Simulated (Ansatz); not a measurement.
Set up this calculation in Ansatz 0.2.0, as the native input.

| Item | Value |
| --- | --- |
| Task | relaxation of cell and atoms |
| Functional | PBE |
| Dispersion | D3(BJ) |
| Potentials or basis | Ansatz PAW |
| Cutoff | 420 eV (not typed: the program's choice for these potentials) |
| k mesh | 8 × 8 × 8 |
| Occupations | fermi-dirac, width 0.05 eV |
| Spin | no spin polarisation |

InSe:

```xyz
4
Lattice="2.0000 1.1547 8.4400 -2.0000 1.1547 8.4400 0.0000 -2.3094 8.4400" Properties=species:S:1:pos:R:3 pbc="T T T"
In    0.0000    0.0000   22.4994
In    0.0000    0.0000    0.0000
Se    0.0000    0.0000    4.3525
Se    0.0000    0.0000    9.7102
```

One way to write it, as run:

input.yaml

```yaml
crystal:
  lattice:
    - [2.0, 1.1547005384, 8.44]
    - [-2.0, 1.1547005384, 8.44]
    - [0.0, -2.3094010768, 8.44]
  atoms:
    - { symbol: In, position: [0.8886, 0.8886, 0.8886] }
    - { symbol: In, position: [0.0, 0.0, 0.0] }
    - { symbol: Se, position: [0.1719, 0.1719, 0.1719] }
    - { symbol: Se, position: [0.3835, 0.3835, 0.3835] }
hamiltonian:
  xc: pbe
  pseudopotentials: { kind: paw }
  dispersion: d3bj
kpoints:
  mp_grid: { grid: [8, 8, 8] }
scf:
  occupations: { method: fermi_dirac, width: 0.05 }
output:
  forces: true
  stress: true
relax:
  f_tol: 0.01
  max_steps: 40
  cell: { stress_tol: 0.05 }
```

Potentials or basis: Ansatz PAW.

Run with:

```sh
$ ansatz run input.yaml --threads 2 --pin off --max-ram 5632MiB --backend cpu --events-out ev --progress --plain --runs-dir out
```

It gave:

| Item | Value |
| --- | --- |
| Relaxed volume | 29.32 Å³/atom |
| Relaxed cell | a = 8.623 Å, b = 8.623 Å, c = 8.623 Å, α = 27.09°, β = 27.09°, γ = 27.09° |
| Space group after relaxing (to 0.05 Å) | R3m (No. 160) |
| Energy gained by relaxing | 4.4 meV/atom |
| Ionic steps | 5 |
| Pressure after relaxing | 0.0 GPa |
| Largest force after relaxing | 0.006 eV/Å |

Caveat: the plane-wave basis is chosen anew once the cell has moved, so the energies of steps on either side of that aren't comparable.

Wall time 100 s on 2 threads of Intel(R) Xeon(R) Processor @ 2.50GHz (Skylake/Cascade Lake) (shared host), peak memory 0.54 GiB.
